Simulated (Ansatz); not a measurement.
A run of Ansatz 0.2.0:

Contents of input.yaml:

```yaml
crystal:
  lattice:
    - [0.0, 2.703, 2.703]
    - [2.703, 0.0, 2.703]
    - [2.703, 2.703, 0.0]
  atoms:
    - { symbol: Ni, position: [0.0, 0.0, 0.0], spin: 1.0 }
    - { symbol: Si, position: [0.75, 0.75, 0.75] }
    - { symbol: Si, position: [0.25, 0.25, 0.25] }
hamiltonian:
  xc: pbesol
  pseudopotentials: { kind: paw }
  hubbard: { sites: [{ species: Ni, l: d, u_eff: 3.0 }] }
magnetization:
  spin_polarized: true
kpoints:
  mp_grid: { grid: [9, 9, 9] }
scf:
  occupations: { method: fermi_dirac, width: 0.05 }
  n_extra_bands: 7
output:
  forces: true
  stress: true
  eigenvalues: true
  dos: { projected: true, de: 0.05, nscf_kmesh: { grid: [14, 14, 14] } }
  write_density: true
  write_potential: true
  elf: true
  volumetric_format: npy
```

Potentials or basis: Ansatz PAW.

The run is started by

```bash
$ ansatz run input.yaml --threads 2 --pin off --max-ram 5632MiB --backend cpu --events-out ev --progress --plain --runs-dir out
```

Hardware: 2 threads of Arm Neoverse N1, with other jobs on the host.

Problem. Estimate the wall time of this run.

Solution. Run time: 13 s on 2 threads of Arm Neoverse N1, on a shared host, peak memory 0.37 GiB. Counts: scf iterations 18, plane waves 749, k points 35, bands 20.
